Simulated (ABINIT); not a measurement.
Runs of ABINIT 10.8.3 (patched build) on Te. Symmetry: R-3m, No. 166, trigonal system. The conventional cell has a = 4.612 Å, b = 4.612 Å, c = 5.073 Å, α = 90.00°, β = 90.00°, γ = 120.00°. Around Te (site symmetry -3m) lie 6 Te at 3.15 Å. This isn't the form of Te at room conditions, which is trigonal, of chains.

```csv
task,level,potentials or basis,cell,k mesh,cutoff (eV),cell freedom (optcell),optimiser (ionmov),cutoff smearing ecutsm (Ha),force stop (Ha/bohr),bands in the sums,gap on the mesh (eV),pressure (GPa)
single point,LDA,PseudoDojo NC SR LDA v0.4.1 standard,as given,7 × 7 × 7,952,-,-,-,-,-,none,-1.6
relaxation of cell and atoms,LDA,PseudoDojo NC SR LDA v0.4.1 standard,relaxed,7 × 7 × 7,1088,2,2,0.5,2e-05,-,none,0.0
single point,PBEsol,PseudoDojo NC SR PBEsol v0.4 stringent,as given,7 × 7 × 7,1279,-,-,-,-,-,none,(a)
optical spectrum,LDA,PseudoDojo NC SR LDA v0.4.1 standard,as given,10 × 10 × 10,952,-,-,-,-,20,none,-1.4
single point,LDA,JTH PAW LDA v2.0,as given,7 × 7 × 7,299,-,-,-,-,-,none,-1.6
```

Alike in all rows: no spin polarisation; smearing fermi-dirac 0.05 eV.

Problem. Fill in the values left out.

Solution. (a) -1.0.

Caveats: the intraband (Drude) term is left out (some runs); spectra need much finer meshes, so this one isn't converged (some runs).

A k mesh can miss the band edges, and the runs leave out spin-orbit coupling on Te.

A gap of «none» marks a metal or a gap under the smearing width.

Not every run made on this cell is shown here.
